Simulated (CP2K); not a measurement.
Set up this calculation in CP2K 2026.2, as the native input.

```
Task                                   : band structure
Functional                             : PBE
Potentials or basis                    : POTENTIAL_UZH Zn GTH-PBE-q12; TZVP-MOLOPT-PBE-GTH basis
Density cutoff                         : 6123 eV
k mesh                                 : 12 × 12 × 12
Occupations                            : fermi-dirac, width 0.05 eV
Spin                                   : no spin polarisation
SCF solver                             : diagonalisation with k points
Quickstep method                       : GPW
EPS_DEFAULT                            : 1.0E-9
EPS_SCF                                : 1.0E-6
MAX_SCF                                : 100
SCF_GUESS                              : ATOMIC
k points reduced by the point group    : yes
Mesh centred on Gamma                  : yes
CHOLESKY                               : OFF
EPS_EIGVAL                             : 1.0E-7
MIXING METHOD                          : BROYDEN_MIXING
MIXING ALPHA                           : 0.4
NBUFFER                                : 8
NGRIDS                                 : 5
Basis sets                             : Zn TZVP-MOLOPT-PBE-GTH-q12
Potentials                             : Zn GTH-PBE-q12 of POTENTIAL_UZH
ADDED_MOS                              : [8]
Points a segment of the path (NPOINTS) : 6
Bands added on the path                : 4
REL_CUTOFF (Ry)                        : 60 Ry
MIXING BETA (1/bohr)                   : 1.5 1/bohr
CUTOFF of the grids                    : 450 Ry
```

Zn:

```
Zn
1.0
     2.77861    0.00000    0.00000
     1.38931    2.40635    0.00000
     1.38931    0.80212    2.26873
Zn
1
Direct
  0.00000 0.00000 0.00000
```

This isn't the form of Zn at room conditions, which is hcp.

These files were run (other wordings do the same):

zn_bands.inp

```
&GLOBAL
  PROJECT zn_bands
  RUN_TYPE ENERGY_FORCE
  PRINT_LEVEL LOW
&END GLOBAL
&FORCE_EVAL
  METHOD QS
  STRESS_TENSOR ANALYTICAL
  &DFT
    BASIS_SET_FILE_NAME BASIS_MOLOPT_UZH
    POTENTIAL_FILE_NAME POTENTIAL_UZH
    &MGRID
      CUTOFF 450
      REL_CUTOFF 60
      NGRIDS 5
    &END MGRID
    &QS
      METHOD GPW
      EPS_DEFAULT 1.0E-9
    &END QS
    &KPOINTS
      SCHEME MONKHORST-PACK 12 12 12
      GAMMA_CENTERED T
      SYMMETRY T
      SYMMETRY_BACKEND SPGLIB
    &END KPOINTS
    &SCF
      SCF_GUESS ATOMIC
      EPS_SCF 1.0E-6
      MAX_SCF 100
      ADDED_MOS 8
      CHOLESKY OFF
      EPS_EIGVAL 1.0E-7
      &DIAGONALIZATION ON
        ALGORITHM STANDARD
      &END DIAGONALIZATION
      &MIXING ON
        METHOD BROYDEN_MIXING
        ALPHA 0.4
        BETA 1.5
        NBUFFER 8
      &END MIXING
      &SMEAR ON
        METHOD FERMI_DIRAC
        ELECTRONIC_TEMPERATURE [K] 580.226
      &END SMEAR
    &END SCF
    &XC
      &XC_FUNCTIONAL
        &GGA_X_PBE
        &END GGA_X_PBE
        &GGA_C_PBE
        &END GGA_C_PBE
      &END XC_FUNCTIONAL
    &END XC
    &PRINT
      &KPOINTS ON
      &END KPOINTS
      &MULLIKEN ON
      &END MULLIKEN
      &MO ON
        ENERGIES T
        OCCUPATION_NUMBERS T
        &EACH
          QS_SCF 0
        &END EACH
        ADD_LAST NUMERIC
      &END MO
      &BAND_STRUCTURE
        FILE_NAME bands.bs
        ADDED_MOS 4
        &KPOINT_SET
          UNITS B_VECTOR
          NPOINTS 6
          SPECIAL_POINT GAMMA 0.00000000 0.00000000 0.00000000
          SPECIAL_POINT X 0.50000000 0.00000000 0.50000000
          SPECIAL_POINT W 0.50000000 0.25000000 0.75000000
          SPECIAL_POINT K 0.37500000 0.37500000 0.75000000
          SPECIAL_POINT GAMMA 0.00000000 0.00000000 0.00000000
          SPECIAL_POINT L 0.50000000 0.50000000 0.50000000
          SPECIAL_POINT U 0.62500000 0.25000000 0.62500000
          SPECIAL_POINT W 0.50000000 0.25000000 0.75000000
          SPECIAL_POINT L 0.50000000 0.50000000 0.50000000
          SPECIAL_POINT K 0.37500000 0.37500000 0.75000000
        &END KPOINT_SET
        &KPOINT_SET
          UNITS B_VECTOR
          NPOINTS 6
          SPECIAL_POINT U 0.62500000 0.25000000 0.62500000
          SPECIAL_POINT X 0.50000000 0.00000000 0.50000000
        &END KPOINT_SET
      &END BAND_STRUCTURE
    &END PRINT
  &END DFT
  &SUBSYS
    &CELL
      A 2.7786128662 0.0000000000 0.0000000000
      B 1.3893064331 2.4063493294 0.0000000000
      C 1.3893064331 0.8021164431 2.2687279050
      PERIODIC XYZ
    &END CELL
    &COORD
      SCALED
      Zn  0.0000000000 0.0000000000 0.0000000000
    &END COORD
    &KIND Zn
      BASIS_SET TZVP-MOLOPT-PBE-GTH-q12
      POTENTIAL GTH-PBE-q12
    &END KIND
    &PRINT
      &ATOMIC_COORDINATES ON
      &END ATOMIC_COORDINATES
      &CELL ON
      &END CELL
    &END PRINT
  &END SUBSYS
  &PRINT
    &FORCES ON
    &END FORCES
    &STRESS_TENSOR ON
    &END STRESS_TENSOR
  &END PRINT
&END FORCE_EVAL
```

Potentials or basis: POTENTIAL_UZH Zn GTH-PBE-q12; TZVP-MOLOPT-PBE-GTH basis.

The run is started by

```sh
$ OMP_NUM_THREADS=1 cp2k.psmp -i zn_bands.inp -o zn_bands.out
```

Results of the run:

The pressure is 0.3 GPa and the band gap on the k mesh is none (metal or under the smearing width).

Caveat: the basis of atomic orbitals isn't converged, which shifts pressures, moduli and gaps.

Run time: 2.6 min on 1 thread of Arm Neoverse V1 (shared host), peak memory 0.31 GiB.
